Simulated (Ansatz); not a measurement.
Au under changes of volume

One of the cells (17.651 Å³/atom); the others are scaled copies at fixed shape and fractional positions:

```
Au
1.0
     1.41131   -2.55593    0.00000
     1.41131    2.55593    0.00000
     0.00000    0.00000    4.89317
Au
2
Direct
  0.33467 0.66533 0.25000
  0.66533 0.33467 0.75000
```

This isn't the form of Au at room conditions, which is fcc.

```yaml
Program: Ansatz 0.2.0
Functional: LDA
Potentials_or_basis: Ansatz PAW
Cutoff: "420 eV (not typed: the program's choice for these potentials)"
k_mesh: 11 × 11 × 6
Occupations: fermi-dirac, width 0.05 eV
Spin: no spin polarisation
```

```tsv
volume (Å³/atom)	energy over the lowest point (meV/atom)	pressure (GPa)	largest force (eV/Å)
16.592	0.00	0.4	0.036
16.945	?	?	?
17.298	14.83	-6.8	0.021
17.651	33.01	-9.6	0.014
18.004	57.06	-12.1	0.007
18.357	86.18	-14.3	0.000
18.710	119.66	-16.1	0.007
```

**Question.** What does the run at 16.945 Å³/atom give?

**Answer.** Energy over the lowest point 3.48 meV/atom; pressure -3.4 GPa; largest force 0.028 eV/Å.

Worked out: A Birch-Murnaghan fit of order 3 (a polynomial in V^(-2/3)) to the other rows has its minimum at 16.63 Å³/atom with B0 = V·E''(V) = 192 GPa and B' = 5.8 at fixed shape and positions, which overstates the stiffness. It gives 3.48 meV/atom at 16.945 Å³/atom, against the run's 3.48, and -dE/dV = -3.5 GPa, against -3.4.

Energies are extrapolated to zero smearing.

Caveats: the PAW data sets come from PBE, with cores solved anew for the run's functional, which leaves a small shift of forces and pressure.
